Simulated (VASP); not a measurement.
# In2O3 (R-3c) in VASP: a series of runs, part 2 of 3

VASP 6.6.1. Earlier steps stand in the parts before.

## 3. Optical spectrum, PBEsol

Input file INCAR:

```
PREC     = Accurate       # precision mode
ENCUT    = 520            # plane-wave cutoff, eV
EDIFF    = 1E-7           # SCF threshold, eV
ISMEAR   = 0              # smearing method
SIGMA    = 0.02           # smearing width, eV
LREAL    = False          # projectors in reciprocal space
LASPH    = True           # aspherical terms in the spheres
NELM     = 100            # most SCF steps
ALGO     = Normal         # electronic algorithm
ISIF     = 2              # what is computed and relaxed
LWAVE    = False          # write WAVECAR
LCHARG   = False          # write CHGCAR
GGA      = PS             # functional
LOPTICS  = True           # frequency-dependent dielectric function
NBANDS   = 76             # bands
NEDOS    = 2000           # points of the DOS
CSHIFT   = 0.05
```

Input file KPOINTS:

```
regular mesh
0
Gamma
  5 5 5
```

Input file POSCAR:

```
In2O3
1.0
    2.7435000000      1.5839604635      4.8366666667
   -2.7435000000      1.5839604635      4.8366666667
    0.0000000000     -3.1679209270      4.8366666667
In O
4 6
Direct
    0.8573100000      0.8573100000      0.8573100000
    0.6426900000      0.6426900000      0.6426900000
    0.1426900000      0.1426900000      0.1426900000
    0.3573100000      0.3573100000      0.3573100000
    0.0480000000      0.7500000000      0.4520000000
    0.7500000000      0.4520000000      0.0480000000
    0.4520000000      0.0480000000      0.7500000000
    0.9520000000      0.2500000000      0.5480000000
    0.2500000000      0.5480000000      0.9520000000
    0.5480000000      0.9520000000      0.2500000000
```

Potentials or basis: VASP PAW PBE potentials, release 64 (In_d, O).

Command:

```sh
cat potpaw_PBE.64/In_d/POTCAR potpaw_PBE.64/O/POTCAR > POTCAR
mpirun -np 1 vasp_std > vasp.out
```

OUTCAR:

```text
PREC = Accurate
   ENCUT = 520
   EDIFF = 1E-7
   ISMEAR = 0
   LREAL = False
   LASPH = True
   NELM = 100
   ISIF = 2
   GGA = PS

 ion  position               nearest neighbor table
   1  0.857  0.857  0.857-   8 2.12  10 2.12   9 2.12   6 2.26   5 2.26   7 2.26   2 3.11   3 3.24
                             3 3.24   3 3.24   2 3.61   2 3.61   2 3.61   4 3.99   4 3.99   4 3.99
   2  0.643  0.643  0.643-   9 2.12  10 2.12   8 2.12   6 2.26   5 2.26   7 2.26   1 3.11   4 3.24
                             4 3.24   4 3.24   1 3.61   1 3.61   1 3.61   3 3.99   3 3.99   3 3.99
   3  0.143  0.143  0.143-   5 2.12   7 2.12   6 2.12   8 2.26   9 2.26  10 2.26   4 3.11   1 3.24
                             1 3.24   1 3.24   4 3.61   4 3.61   4 3.61   2 3.99   2 3.99   2 3.99
   4  0.357  0.357  0.357-   6 2.12   7 2.12   5 2.12   8 2.26   9 2.26  10 2.26   3 3.11   2 3.24
                             2 3.24   2 3.24   3 3.61   3 3.61   3 3.61   1 3.99   1 3.99   1 3.99
   5  0.048  0.750  0.452-   3 2.12   4 2.12   1 2.26   2 2.26
   6  0.750  0.452  0.048-   4 2.12   3 2.12   1 2.26   2 2.26
   7  0.452  0.048  0.750-   3 2.12   4 2.12   1 2.26   2 2.26
   8  0.952  0.250  0.548-   1 2.12   2 2.12   3 2.26   4 2.26
   9  0.250  0.548  0.952-   2 2.12   1 2.12   3 2.26   4 2.26
  10  0.548  0.952  0.250-   1 2.12   2 2.12   3 2.26   4 2.26

  LATTYP: Found a trigonal (rhomboedric) cell.
 ALAT       =     5.7817875648
 COS(alpha) =     0.5496857780

  Lattice vectors:

 A1 = (   2.7435000000,   1.5839604635,   4.8366666667)
 A2 = (  -2.7435000000,   1.5839604635,   4.8366666667)
[... 1351 lines left out ...]
    total drift:                                0.000000     -0.000000      0.000000

  FREE ENERGIE OF THE ION-ELECTRON SYSTEM (eV)
  ---------------------------------------------------
  free  energy   TOTEN  =       -59.3671560198 eV

  energy  without entropy=      -59.3671560198  energy(sigma->0) =      -59.36715602

 electrical conductivity sigma (Mega S m-1) (frequency dependency in vasprun.xml)
  --------------------------------------------------------------------------------------
       0.000       0.000      -0.000
       0.000       0.000       0.000
       0.000       0.000       0.000

  frequency dependent IMAGINARY DIELECTRIC FUNCTION (independent particle, no local field effects) density-density
     E(ev)      X         Y         Z        XY        YZ        ZX
  --------------------------------------------------------------------------------------------------------------
     0.00000     0.00000     0.00000     0.00000     0.00000     0.00000     0.00000
     0.48330     0.01138     0.01138     0.01326    -0.00000     0.00000    -0.00000
     0.96660     0.03424     0.03424     0.04088    -0.00000     0.00000    -0.00000
     1.44990     1.10021     1.10021     0.29766    -0.00000     0.00000    -0.00000
     1.93320     2.00793     2.00793     0.29621    -0.00000     0.00000    -0.00000
     2.41650     0.81517     0.81517     1.89795    -0.00000     0.00000    -0.00000
[... 92 lines left out ...]
    47.36341     0.00049     0.00049     0.00049    -0.00000     0.00000     0.00000
    47.84671     0.00047     0.00047     0.00047    -0.00000     0.00000     0.00000

  frequency dependent      REAL DIELECTRIC FUNCTION (independent particle, no local field effects) density-density
     E(ev)        X           Y           Z          XY          YZ          ZX
  --------------------------------------------------------------------------------------------------------------
     0.00000     5.01824     5.01824     4.84398    -0.00000     0.00000    -0.00000
     0.48330     5.07054     5.07054     4.90443    -0.00000     0.00000    -0.00000
     0.96660     5.26920     5.26920     5.14013    -0.00000     0.00000    -0.00000
     1.44990     5.87765     5.87765     6.13957    -0.00000     0.00000    -0.00000
     1.93320     7.27225     7.27225     4.10473    -0.00000     0.00000    -0.00000
     2.41650     5.96627     5.96627     4.92822    -0.00000     0.00000    -0.00000
[... 92 lines left out ...]
    47.36341     0.80964     0.80964     0.80966     0.00000    -0.00000     0.00000
    47.84671     0.81426     0.81426     0.81428     0.00000    -0.00000     0.00000

  frequency dependent IMAGINARY DIELECTRIC FUNCTION (independent particle, no local field effects) current-current
     E(ev)      X         Y         Z        XY        YZ        ZX
  --------------------------------------------------------------------------------------------------------------
     0.00000    16.62828    16.62828    15.90712     0.00000    -0.00000     0.00000
     0.48330     0.85356     0.85356     0.82106     0.00000    -0.00000     0.00000
     0.96660     0.47589     0.47589     0.46918     0.00000    -0.00000     0.00000
     1.44990     1.43920     1.43920     0.65268     0.00000    -0.00000     0.00000
     1.93320     2.34059     2.34059     0.45625     0.00000    -0.00000     0.00000
     2.41650     1.02071     1.02071     2.05697     0.00000    -0.00000     0.00000
[... 92 lines left out ...]
    47.36341     0.00009     0.00009     0.00009     0.00000     0.00000     0.00000
    47.84671     0.00008     0.00008     0.00008     0.00000     0.00000     0.00000

  frequency dependent      REAL DIELECTRIC FUNCTION (independent particle, no local field effects) current-current
     E(ev)        X           Y           Z          XY          YZ          ZX
  --------------------------------------------------------------------------------------------------------------
     0.00000     5.01596     5.01596     4.84135     0.00000    -0.00000     0.00000
     0.48330     5.06792     5.06792     4.90138     0.00000    -0.00000     0.00000
     0.96660     5.26540     5.26540     5.13560     0.00000    -0.00000     0.00000
     1.44990     5.79612     5.79612     6.11950     0.00000    -0.00000     0.00000
     1.93320     7.16670     7.16670     4.09130     0.00000    -0.00000     0.00000
     2.41650     5.93196     5.93196     4.84475     0.00000     0.00000     0.00000
[... 92 lines left out ...]
    47.36341     0.80965     0.80965     0.80966    -0.00000    -0.00000    -0.00000
    47.84671     0.81426     0.81426     0.81428    -0.00000    -0.00000    -0.00000
```

OSZICAR:

```text
N       E                     dE             d eps       ncg     rms          rms(c)
DAV:   1     0.120997520674E+04    0.12100E+04   -0.36342E+04  3296   0.168E+03
DAV:   2     0.192865612694E+03   -0.10171E+04   -0.89613E+03  2944   0.497E+02
DAV:   3    -0.506565056923E+02   -0.24352E+03   -0.23150E+03  3100   0.204E+02
DAV:   4    -0.676991980165E+02   -0.17043E+02   -0.16870E+02  3424   0.630E+01
DAV:   5    -0.681838885640E+02   -0.48469E+00   -0.48435E+00  3728   0.105E+01    0.220E+01
DAV:   6    -0.594364105627E+02    0.87475E+01   -0.16619E+01  4452   0.436E+01    0.150E+01
DAV:   7    -0.594677366062E+02   -0.31326E-01   -0.26985E+00  3160   0.784E+00    0.432E+00
DAV:   8    -0.593915290267E+02    0.76208E-01   -0.19802E-01  3928   0.203E+00    0.184E+00
DAV:   9    -0.593674439531E+02    0.24085E-01   -0.22085E-02  4424   0.170E+00    0.400E-01
DAV:  10    -0.593668735862E+02    0.57037E-03   -0.97912E-03  4000   0.806E-01    0.120E-01
DAV:  11    -0.593671450806E+02   -0.27149E-03   -0.85039E-04  4040   0.199E-01    0.432E-02
DAV:  12    -0.593671580426E+02   -0.12962E-04   -0.72810E-05  4088   0.934E-02    0.401E-02
DAV:  13    -0.593671557470E+02    0.22955E-05   -0.13125E-05  3784   0.200E-02    0.159E-02
DAV:  14    -0.593671562522E+02   -0.50521E-06   -0.19807E-06  3568   0.781E-03    0.165E-03
DAV:  15    -0.593671560076E+02    0.24468E-06   -0.16322E-07  2696   0.532E-03    0.124E-03
DAV:  16    -0.593671560198E+02   -0.12209E-07   -0.53567E-08  2088   0.104E-03
   1 F= -.59367156E+02 E0= -.59367156E+02  d E =-.285566E-13
 imaginary and real dielectric function
```

Wall time 3.6 min (1 thread of AMD EPYC 9R14 (Zen 4), shared host); peak memory 0.51 GiB.

What came out:

- Free energy: -59.3672 eV
- Pressure: 2.6 GPa
- Largest force: 0.167 eV/Å
- Band gap on the k mesh: 1.19 eV, indirect (least direct gap 1.24 eV)

Forces on the atoms (eV/Å):
```
In   0.000  0.000 -0.059
In   0.000  0.000  0.059
In   0.000  0.000  0.059
In   0.000  0.000 -0.059
O   -0.083 -0.145  0.000
O   -0.083  0.145  0.000
O    0.167  0.000  0.000
O    0.083  0.145  0.000
O    0.083 -0.145  0.000
O   -0.167  0.000  0.000
```

Dielectric function (mean over the directions given):
| energy (eV) | real part | imaginary part |
| --- | --- | --- |
| 0.29 | 4.98 | 0.01 |
| 0.97 | 5.23 | 0.04 |
| 1.64 | 6.19 | 1.45 |
| 2.32 | 5.75 | 0.49 |
| 3.00 | 4.12 | 2.00 |
| 3.67 | 4.51 | 1.55 |
| 4.35 | 4.33 | 2.04 |
| 5.03 | 5.34 | 2.96 |
| 5.70 | 5.26 | 4.49 |
| 6.38 | 3.68 | 4.54 |
| 7.06 | 3.79 | 3.33 |
| 7.73 | 1.50 | 4.38 |
| 8.41 | 1.84 | 4.40 |
| 9.09 | 1.68 | 2.64 |
| 9.76 | 0.82 | 3.02 |
| 10.44 | 1.76 | 2.98 |
| 11.12 | 1.24 | 3.16 |
| 11.79 | 0.81 | 3.35 |
| 12.47 | 0.08 | 3.49 |
| 13.15 | -0.33 | 2.57 |
| 13.82 | 0.11 | 1.96 |
| 14.50 | 0.44 | 2.39 |
| 15.18 | -0.19 | 2.68 |
| 15.85 | -0.30 | 1.87 |
| 16.53 | -0.37 | 1.56 |
| 17.21 | -0.51 | 1.18 |
| 17.88 | -0.15 | 1.15 |
| 18.56 | -0.16 | 0.79 |
| 19.24 | 0.09 | 0.81 |
| 19.91 | -0.05 | 0.64 |

Caveat: spectra need much finer meshes, so this one isn't converged; independent-particle spectra lack excitons; the PAW data sets were made with another functional, which shifts forces and pressure a little; spin-orbit coupling is left out, which moves the levels of the heavy elements; an odd mesh through Γ misses points on the zone boundary, where band edges often lie.

## 4. Density of states, PBEsol

POSCAR is that of step 3.

Input file INCAR.step1:

```
SYSTEM = In2O3
ALGO = Normal ; EDIFF = 1E-7
ENCUT = 520 ; GGA = PS
ISIF = 2 ; ISMEAR = 0
LASPH = .TRUE. ; LCHARG = .TRUE.
LREAL = .FALSE. ; LWAVE = .FALSE.
NELM = 100 ; PREC = Accurate
SIGMA = 0.02
```

Input file KPOINTS.step1:

```
k-points
0
G
  5 5 5
  0 0 0
```

Input file INCAR.step2:

```
SYSTEM = In2O3
ALGO = Normal ; EDIFF = 1E-7
ENCUT = 520 ; GGA = PS
ICHARG = 11 ; ISIF = 2
ISMEAR = -5 ; LASPH = .TRUE.
LCHARG = .FALSE. ; LORBIT = 11
LREAL = .FALSE. ; LWAVE = .FALSE.
NEDOS = 2001 ; NELM = 100
PREC = Accurate ; SIGMA = 0.02
```

Input file KPOINTS.step2:

```
k-points
0
G
  8 8 8
  0 0 0
```

Command:

```sh
cat potpaw_PBE.64/In_d/POTCAR potpaw_PBE.64/O/POTCAR > POTCAR
cp INCAR.step1 INCAR
cp KPOINTS.step1 KPOINTS
mpirun -np 1 vasp_std > vasp.out
cp INCAR.step2 INCAR
cp KPOINTS.step2 KPOINTS
mpirun -np 1 vasp_std > vasp.out
```

Wall time 7.2 min (1 thread of AMD EPYC 9R14 (Zen 4), shared host); peak memory 0.46 GiB.

It converged, with:

* Valence electrons inside the program's atomic spheres: In 11.39; O 4.99

Levels at points of the mesh, in eV from the valence-band top:
| k point | band 42 | band 43 | band 44 | band 45 | band 46 | band 47 |
| --- | --- | --- | --- | --- | --- | --- |
| (0.00, 0.00, 0.00) | -0.27 | -0.04 | -0.04 | 1.20 | 5.48 | 6.22 |
| (0.50, 0.00, 0.00) | -0.77 | -0.06 | -0.06 | 4.92 | 4.92 | 5.83 |
| (0.50, 0.50, 0.00) | -0.34 | -0.08 | -0.03 | 5.16 | 5.48 | 6.44 |
| (0.50, 0.50, 0.50) | -0.19 | -0.19 | -0.19 | 4.36 | 4.36 | 7.15 |

States per cell in windows of 1 eV (zero at the valence-band top; states under -8 eV left out):
```csv
from (eV),total,O7_p,O10_p,O5_p,O6_p,O8_p,O9_p
-8.0,0.00,0.00,0.00,0.00,0.00,0.00,0.00
-7.0,0.00,0.00,0.00,0.00,0.00,0.00,0.00
-6.0,2.24,0.14,0.14,0.14,0.14,0.14,0.14
-5.0,4.26,0.27,0.27,0.27,0.27,0.27,0.27
-4.0,4.28,0.33,0.33,0.33,0.33,0.33,0.33
-3.0,5.88,0.51,0.51,0.51,0.51,0.51,0.51
-2.0,7.33,0.74,0.74,0.74,0.74,0.74,0.74
-1.0,12.17,1.38,1.38,1.38,1.38,1.38,1.38
0.0,0.00,0.00,0.00,0.00,0.00,0.00,0.00
1.0,0.03,0.00,0.00,0.00,0.00,0.00,0.00
2.0,0.19,0.01,0.01,0.01,0.01,0.01,0.01
3.0,0.46,0.02,0.02,0.02,0.02,0.02,0.02
4.0,0.98,0.05,0.05,0.05,0.05,0.05,0.05
5.0,3.17,0.15,0.15,0.15,0.15,0.15,0.15
6.0,2.96,0.15,0.15,0.15,0.15,0.15,0.15
7.0,2.59,0.07,0.07,0.07,0.07,0.07,0.07
```

Caveat: the PAW data sets were made with another functional, which shifts forces and pressure a little.

## 5. Electric field gradients, PBEsol

Input file INCAR:

```
SYSTEM = In2O3
PREC = Accurate
ENCUT = 520
EDIFF = 1E-8
ISMEAR = 0
SIGMA = 0.02
LREAL = .False.
LASPH = .True.
NELM = 80
ALGO = Normal
ISIF = 2
LWAVE = .False.
LCHARG = .False.
GGA = PS
LEFG = .True.
```

Input file KPOINTS:

```
Automatic mesh
0
Gamma
  5 5 5
  0 0 0
```

POSCAR is that of step 4.

Potentials or basis: VASP PAW PBE potentials, release 64 (In_d, O).

Command:

```sh
cat potpaw_PBE.64/In_d/POTCAR potpaw_PBE.64/O/POTCAR > POTCAR
mpirun -np 1 vasp_std > vasp.out
```

OUTCAR:

```text
SYSTEM = In2O3
   PREC = Accurate
   ENCUT = 520
   EDIFF = 1E-8
   ISMEAR = 0
   LREAL = .False.
   LASPH = .True.
   NELM = 80
   ISIF = 2
   GGA = PS

 ion  position               nearest neighbor table
   1  0.857  0.857  0.857-   8 2.12  10 2.12   9 2.12   6 2.26   5 2.26   7 2.26   2 3.11   3 3.24
                             3 3.24   3 3.24   2 3.61   2 3.61   2 3.61   4 3.99   4 3.99   4 3.99
   2  0.643  0.643  0.643-   9 2.12  10 2.12   8 2.12   6 2.26   5 2.26   7 2.26   1 3.11   4 3.24
                             4 3.24   4 3.24   1 3.61   1 3.61   1 3.61   3 3.99   3 3.99   3 3.99
   3  0.143  0.143  0.143-   5 2.12   7 2.12   6 2.12   8 2.26   9 2.26  10 2.26   4 3.11   1 3.24
                             1 3.24   1 3.24   4 3.61   4 3.61   4 3.61   2 3.99   2 3.99   2 3.99
   4  0.357  0.357  0.357-   6 2.12   7 2.12   5 2.12   8 2.26   9 2.26  10 2.26   3 3.11   2 3.24
                             2 3.24   2 3.24   3 3.61   3 3.61   3 3.61   1 3.99   1 3.99   1 3.99
   5  0.048  0.750  0.452-   3 2.12   4 2.12   1 2.26   2 2.26
   6  0.750  0.452  0.048-   4 2.12   3 2.12   1 2.26   2 2.26
   7  0.452  0.048  0.750-   3 2.12   4 2.12   1 2.26   2 2.26
   8  0.952  0.250  0.548-   1 2.12   2 2.12   3 2.26   4 2.26
[... 1315 lines left out ...]
   2     -23.119   -23.119    46.237       0.000
   3     -23.119   -23.119    46.237       0.000
   4     -23.119   -23.119    46.237       0.000
   5      34.740    10.332   -45.071       0.542
   6      34.740    10.332   -45.071       0.542
   7      34.740    10.332   -45.071       0.542
   8      34.740    10.332   -45.071       0.542
   9      34.740    10.332   -45.071       0.542
  10      34.740    10.332   -45.071       0.542
----------------------------------------------------------------------

           NMR quadrupolar parameters

 Cq : quadrupolar parameter    Cq=e*Q*V_zz/h
 eta: asymmetry parameters     (V_yy - V_xx)/ V_zz
 Q  : nuclear electric quadrupole moment in mb (millibarn)
----------------------------------------------------------------------
 ion       Cq(MHz)       eta       Q (mb)
----------------------------------------------------------------------
   1       0.112       0.000       1.000
   2       0.112       0.000       1.000
   3       0.112       0.000       1.000
   4       0.112       0.000       1.000
   5      -0.109       0.542       1.000
   6      -0.109       0.542       1.000
   7      -0.109       0.542       1.000
   8      -0.109       0.542       1.000
   9      -0.109       0.542       1.000
  10      -0.109       0.542       1.000
----------------------------------------------------------------------
```

OSZICAR:

```text
N       E                     dE             d eps       ncg     rms          rms(c)
DAV:   1     0.127730154619E+04    0.12773E+04   -0.41807E+04  1992   0.245E+03
DAV:   2     0.196695702254E+03   -0.10806E+04   -0.10462E+04  2072   0.659E+02
DAV:   3    -0.472501062493E+02   -0.24395E+03   -0.23733E+03  2204   0.284E+02
DAV:   4    -0.678175291095E+02   -0.20567E+02   -0.20419E+02  2720   0.867E+01
DAV:   5    -0.681890213381E+02   -0.37149E+00   -0.37067E+00  2576   0.129E+01    0.215E+01
DAV:   6    -0.593807891307E+02    0.88082E+01   -0.38742E+01  2968   0.634E+01    0.174E+01
DAV:   7    -0.594624990553E+02   -0.81710E-01   -0.32932E+00  2240   0.107E+01    0.449E+00
DAV:   8    -0.593947938603E+02    0.67705E-01   -0.29282E-01  3064   0.347E+00    0.233E+00
DAV:   9    -0.593689071064E+02    0.25887E-01   -0.65648E-02  3048   0.321E+00    0.424E-01
DAV:  10    -0.593667674503E+02    0.21397E-02   -0.17639E-02  2848   0.133E+00    0.974E-02
DAV:  11    -0.593671749739E+02   -0.40752E-03   -0.20666E-03  2952   0.308E-01    0.951E-02
DAV:  12    -0.593671586588E+02    0.16315E-04   -0.53166E-04  2824   0.198E-01    0.372E-02
DAV:  13    -0.593671552589E+02    0.33999E-05   -0.47620E-05  3120   0.631E-02    0.907E-03
DAV:  14    -0.593671559985E+02   -0.73953E-06   -0.24911E-06  2216   0.111E-02    0.250E-03
DAV:  15    -0.593671560248E+02   -0.26392E-07   -0.62634E-07  3136   0.485E-03    0.105E-03
DAV:  16    -0.593671560132E+02    0.11612E-07   -0.34577E-08  2056   0.152E-03    0.639E-04
DAV:  17    -0.593671560019E+02    0.11374E-07   -0.48722E-09  1248   0.841E-04    0.162E-04
DAV:  18    -0.593671560033E+02   -0.14224E-08   -0.17888E-09  1216   0.406E-04
   1 F= -.59367156E+02 E0= -.59367156E+02  d E =-.939885E-24
```

Run time: 2.8 min. Hardware: 1 thread of AMD EPYC 9R14 (Zen 4), shared host; peak memory 0.33 GiB.

Results:

| Quantity | Value |
| --- | --- |
| Free energy | -59.3672 eV |
| Pressure | 2.6 GPa |
| Largest force | 0.167 eV/Å |
| Band gap on the k mesh | 1.19 eV, indirect (least direct gap 1.24 eV) |

Forces on the atoms (eV/Å):
```
In   0.000  0.000 -0.059
In   0.000  0.000  0.059
In   0.000  0.000  0.059
In   0.000  0.000 -0.059
O   -0.083 -0.145  0.000
O   -0.083  0.145  0.000
O    0.167  0.000  0.000
O    0.083  0.145  0.000
O    0.083 -0.145  0.000
O   -0.167  0.000  0.000
```

Stress tensor (GPa, compression positive):
```
2.94 0.00 0.00
0.00 2.94 0.00
0.00 0.00 1.83
```

Electric field gradients, principal values (V/Å²):
| atom | Vxx | Vyy | Vzz |
| --- | --- | --- | --- |
| 1 In | -23.119 | -23.119 | 46.237 |
| 2 In | -23.119 | -23.119 | 46.237 |
| 3 In | -23.119 | -23.119 | 46.237 |
| 4 In | -23.119 | -23.119 | 46.237 |
| 5 O | 10.332 | 34.740 | -45.071 |
| 6 O | 10.332 | 34.740 | -45.071 |
| 7 O | 10.332 | 34.740 | -45.071 |
| 8 O | 10.332 | 34.740 | -45.071 |
| 9 O | 10.332 | 34.740 | -45.071 |
| 10 O | 10.332 | 34.740 | -45.071 |

Caveat: the PAW data sets were made with another functional, which shifts forces and pressure a little; spin-orbit coupling is left out, which moves the levels of the heavy elements; an odd mesh through Γ misses points on the zone boundary, where band edges often lie.

(Continued in part 3 of 3.)
